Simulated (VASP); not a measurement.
# C (Fd-3m) in VASP: further runs, part 2 of 2

VASP 6.6.1. The steps go on from the part before.

### Step 3. Single point, LDA (grid = ENCUT=460 dk=0.45 cell=2x2x1 ISMEAR=0 SIGMA=0.05 LREAL=Auto EDIFF=1e-06)

INCAR

```
SYSTEM = C
PREC = Accurate
ENCUT = 460
EDIFF = 1E-6
ISMEAR = 0
SIGMA = 0.05
LREAL = Auto
LASPH = .TRUE.
NELM = 120
ALGO = Fast
ISIF = 2
LWAVE = .FALSE.
LCHARG = .FALSE.
GGA = CA
NBANDS = 24
```

KPOINTS

```
Automatic mesh
0
G
  7 7 7
  0 0 0
```

POSCAR

```
C
1.0
    0.0000000000      3.5667400000      3.5667400000
    3.5667400000      0.0000000000      3.5667400000
    1.7833700000      1.7833700000      0.0000000000
C
8
Direct
    0.3750000000      0.3750000000      0.7500000000
    0.3750000000      0.8750000000      0.7500000000
    0.8750000000      0.3750000000      0.7500000000
    0.8750000000      0.8750000000      0.7500000000
    0.2500000000      0.2500000000      0.5000000000
    0.2500000000      0.7500000000      0.5000000000
    0.7500000000      0.2500000000      0.5000000000
    0.7500000000      0.7500000000      0.5000000000
```

Potentials or basis: VASP PAW LDA potentials, release 64 (C).

On the command line:

```
> cat potpaw_LDA.64/C/POTCAR > POTCAR
> mpirun -np 1 vasp_std > vasp.out
```

OUTCAR:

```text
SYSTEM = C
   PREC = Accurate
   ENCUT = 460
   EDIFF = 1E-6
   ISMEAR = 0
   LREAL = Auto
   LASPH = .TRUE.
   NELM = 120
   ISIF = 2
   GGA = CA

 Found     64 irreducible k-points:

 Following reciprocal coordinates:
            Coordinates               Weight
  0.000000  0.000000  0.000000      1.000000
  0.142857  0.000000  0.000000      4.000000
  0.285714  0.000000  0.000000      4.000000
  0.428571  0.000000  0.000000      4.000000
  0.142857  0.142857  0.000000      2.000000
  0.285714  0.142857  0.000000      4.000000
   k-points           NKPTS =     64   k-points in BZ     NKDIM =     64   number of bands    NBANDS=     24
   number of dos      NEDOS =    301   number of ions     NIONS =      8
   total plane-waves  NPLWV =  23328
   dimension x,y,z NGX =    36 NGY =   36 NGZ =   18
   dimension x,y,z NGXF=    72 NGYF=   72 NGZF=   36
   ions per type =               8
   NGX,Y,Z   is equivalent  to a cutoff of  11.86, 11.86, 11.86 a.u.
   NGXF,Y,Z  is equivalent  to a cutoff of  23.73, 23.73, 23.73 a.u.
 SYSTEM =  C
   PREC   = accura    normal or accurate (medium, high low for compatibility)
   ISTART =      0    job   : 0-new  1-cont  2-samecut
   ICHARG =      2    charge: 1-file 2-atom 10-const
   ISPIN  =      1    spin polarized calculation?
   LNONCOLLINEAR =      F non collinear calculations
   LSORBIT =      F    spin-orbit coupling
   LASPH  =      T    aspherical Exc in radial PAW
   ENCUT  =  460.0 eV  33.81 Ry    5.81 a.u.   8.82  8.82  4.41*2*pi/ulx,y,z
   NELM   =    120;   NELMIN=  2; NELMDL= -5     # of ELM steps
   EDIFF  = 0.1E-05   stopping-criterion for ELM
   LREAL  =      T    real-space projection
   EDIFFG = 0.1E-04   stopping-criterion for IOM
   NSW    =      0    number of steps for IOM
   IBRION =     -1    ionic relax: 0-MD 1-quasi-New 2-CG
   NFREE  =      0    steps in history (QN), initial steepest desc. (CG)
   ISIF   =      2    stress and relaxation
   ISYM   =      2    0-nonsym 1-usesym 2-fastsym
   POTIM  = 0.5000    time-step for ionic-motion
   TEBEG  =    0.0;   TEEND  =   0.0 temperature during run
   PSTRESS=    0.0 pullay stress
   NELECT =      32.0000    total number of electrons
   NUPDOWN=      -1.0000    fix difference up-down
   EMIN   =  10.00;   EMAX   =-10.00  energy-range for DOS
   EFERMI =   0.00;   METHOD = LEGACY
   ISMEAR =     0;   SIGMA  =   0.05  broadening in eV -4-tet -1-fermi 0-gaus
   EFERMI_NEDOS =   21; number of points for ismear=-14 and -15
   IALGO  =     68    algorithm
   IMIX   =      4    mixing-type and parameters
     AMIX     =   0.40;   BMIX     =  1.00
     AMIX_MAG =   1.60;   BMIX_MAG =  1.00
  volume/ion in A,a.u.               =       5.67        38.28
  Fermi-wavevector in a.u.,A,eV,Ry     =   1.457203  2.753714 28.891161  2.123440
  Thomas-Fermi vector in A             =   2.574032
   LORBIT       =      0    0 simple, 1 ext, 2 COOP (PROOUT), +10 PAW based schemes
   GGA     = CA    functional components
   LHFCALC =     F    Hartree Fock is set to
   AEXX    =    0.0000 exact exchange contribution
   IVDW    =     0    specifies the selected vdW correction
   LEPSILON=     F    determine dielectric tensor
   LRPA    =     F    only Hartree local field effects (RPA)
 non-spin polarized calculation
 RMM-DIIS sequential band-by-band and
 Gauss-broadening in eV      SIGMA  =   0.05
  energy-cutoff  :      460.00
  volume of cell :       45.37
 maximum number of plane-waves:      1045
   NGX = 17   NGY = 17   NGZ =  9

 number of electron      32.0000013 magnetization

 Free energy of the ion-electron system (eV)
  ---------------------------------------------------
  ext. energy  EPLUGINS =         0.00000000
  ---------------------------------------------------
  free energy    TOTEN  =       -80.95125275 eV

  energy without entropy =      -80.95125275  energy(sigma->0) =      -80.95125275

 E-fermi :   9.9825     XC(G=0): -13.4994

 val. band max:        9.7246685495   @ k =   0.0000   0.0000   0.0000
 cond. band min:      13.8229093754   @ k =   0.2857   0.2857   0.0000
 fundamental gap:      4.0982408259
 Fermi energy:         9.9825384089

 k-point     1 :       0.0000    0.0000    0.0000
  band No.  band energies     occupation
      1     -11.5942      2.00000
      2      -5.7530      2.00000
      3      -5.7530      2.00000
      4      -3.6338      2.00000
      5      -3.6338      2.00000
      6      -2.8836      2.00000
[... 16 lines left out ...]
     23      18.1081      0.00000
     24      18.1084      0.00000

 k-point     2 :       0.1429    0.0000    0.0000
  band No.  band energies     occupation
      1     -11.4531      2.00000
      2      -6.7472      2.00000
      3      -5.8026      2.00000
      4      -3.9313      2.00000
      5      -3.3318      2.00000
      6      -2.4094      2.00000
[... 16 lines left out ...]
     23      18.0950      0.00000
     24      18.0964      0.00000

 k-point     3 :       0.2857    0.0000    0.0000
  band No.  band energies     occupation
      1     -11.0307      2.00000
      2      -8.1448      2.00000
      3      -5.8346      2.00000
      4      -4.7612      2.00000
      5      -2.5573      2.00000
      6      -0.5410      2.00000
[... 16 lines left out ...]
     23      18.0014      0.00000
     24      18.0016      0.00000

 k-point     4 :       0.4286    0.0000    0.0000
  band No.  band energies     occupation
      1     -10.3311      2.00000
      2      -9.3625      2.00000
      3      -5.7051      2.00000
      4      -5.3533      2.00000
      5      -1.5151      2.00000
      6      -0.5044      2.00000
[... 16 lines left out ...]
     23      17.7077      0.00000
     24      18.1632      0.00000

 k-point     5 :       0.1429    0.1429    0.0000
  band No.  band energies     occupation
      1     -11.4060      2.00000
      2      -6.1773      2.00000
      3      -6.1773      2.00000
      4      -5.0672      2.00000
      5      -2.8805      2.00000
      6      -2.8805      2.00000
[... 16 lines left out ...]
     23      18.0481      0.00000
     24      18.3644      0.00000

 k-point     6 :       0.2857    0.1429    0.0000
  band No.  band energies     occupation
      1     -11.0774      2.00000
      2      -7.5730      2.00000
      3      -5.9848      2.00000
      4      -5.4716      2.00000
      5      -2.9875      2.00000
      6      -0.9578      2.00000
[... 16 lines left out ...]
     23      18.0857      0.00000
     24      18.2396      0.00000

 [... further k-points ...]

------------------------ aborting loop because EDIFF is reached ----------------------------------------

  FORCE on cell =-STRESS in cart. coord.  units (eV):
  Direction    XX          YY          ZZ          XY          YZ          ZX
  --------------------------------------------------------------------------------------
  -------------------------------------------------------------------------------------
  Total       -3.3863130     -3.3863130     -3.3964661      0.0108310      0.0000000      0.0000000
  in kB     -119.5703012   -119.5703012   -119.9288066      0.3824400      0.0000000      0.0000000
  external PRESSURE =    -119.6898030 kB  Pullay stress =       0.0000000 kB

 VOLUME and BASIS-vectors are now :
 -----------------------------------------------------------------------------
  energy-cutoff  :      460.00
  volume of cell :       45.37
      direct lattice vectors                 reciprocal lattice vectors
     0.000000000  3.566740000  3.566740000    -0.140184034  0.140184034  0.140184034
     3.566740000  0.000000000  3.566740000     0.140184034 -0.140184034  0.140184034
     1.783370000  1.783370000  0.000000000     0.280368067  0.280368067 -0.280368067

 POSITION                                       TOTAL-FORCE (eV/Angst)
 -----------------------------------------------------------------------------------
      2.67505      2.67505      2.67505         0.000000      0.000000     -0.001243
      4.45843      2.67505      4.45843         0.000000      0.000000     -0.001243
      2.67505      4.45843      4.45843         0.000000      0.000000     -0.001243
      4.45843      4.45843      6.24179         0.000000      0.000000     -0.001243
      1.78337      1.78337      1.78337         0.000000      0.000000      0.001243
      3.56674      1.78337      3.56674         0.000000      0.000000      0.001243
      1.78337      3.56674      3.56674         0.000000      0.000000      0.001243
      3.56674      3.56674      5.35011         0.000000      0.000000      0.001243
 -----------------------------------------------------------------------------------
    total drift:                               -0.000000     -0.000000      0.000000

  FREE ENERGIE OF THE ION-ELECTRON SYSTEM (eV)
  ---------------------------------------------------
  free  energy   TOTEN  =       -80.9512527519 eV

  energy  without entropy=      -80.9512527519  energy(sigma->0) =      -80.95125275
```

Wall time 52 s (1 thread of Intel Xeon Platinum 8488C (Sapphire Rapids), shared host); peak memory 0.15 GiB.

These settings aren't checked as converged: the numbers below hold their error.

What came out:

| Quantity | Value |
| --- | --- |
| Free energy | -80.9513 eV |
| Pressure | -12.0 GPa |
| Band gap on the k mesh | 4.10 eV |

Caveat: the k mesh is coarse (spacing up to 0.44 Å⁻¹), so the values aren't converged; the cutoff is under 1.25 times the usual one of these potentials, so pressure, stress and relaxed cells hold a basis-set (Pulay) error; an odd mesh through Γ misses points on the zone boundary, where band edges often lie.

### Step 4. Single point, LDA (grid = ENCUT=520 dk=0.45 cell=2x2x1 ISMEAR=0 SIGMA=0.05 LREAL=Auto EDIFF=1e-06)

INCAR, as its differences from that of step 3:

```diff
@@ -2,3 +2,3 @@
 PREC = Accurate
-ENCUT = 460
+ENCUT = 520
 EDIFF = 1E-6
```

KPOINTS is that of step 3.

POSCAR is that of step 3.

On the command line:

```
> cat potpaw_LDA.64/C/POTCAR > POTCAR
> mpirun -np 1 vasp_std > vasp.out
```

Wall time 64 s (1 thread of Intel Xeon Platinum 8488C (Sapphire Rapids), shared host); peak memory 0.17 GiB.

These settings aren't checked as converged: the numbers below hold their error.

Results:

```yaml
Free_energy: -80.9436 eV
Pressure: -11.3 GPa
Band_gap_on_the_k_mesh: 4.10 eV
```

Caveat: the k mesh is coarse (spacing up to 0.44 Å⁻¹), so the values aren't converged; an odd mesh through Γ misses points on the zone boundary, where band edges often lie.

### Step 5. The reference run

An earlier run on the cell as given: functional PBE; potentials or basis VASP PAW PBE potentials, release 64 (C); cutoff 520 eV; k mesh 13 × 13 × 13; occupations fermi-dirac, width 0.05 eV; no spin polarisation.

- Pressure: 2.5 GPa
- Band gap on the k mesh: 4.14 eV, indirect (least direct gap 5.59 eV)
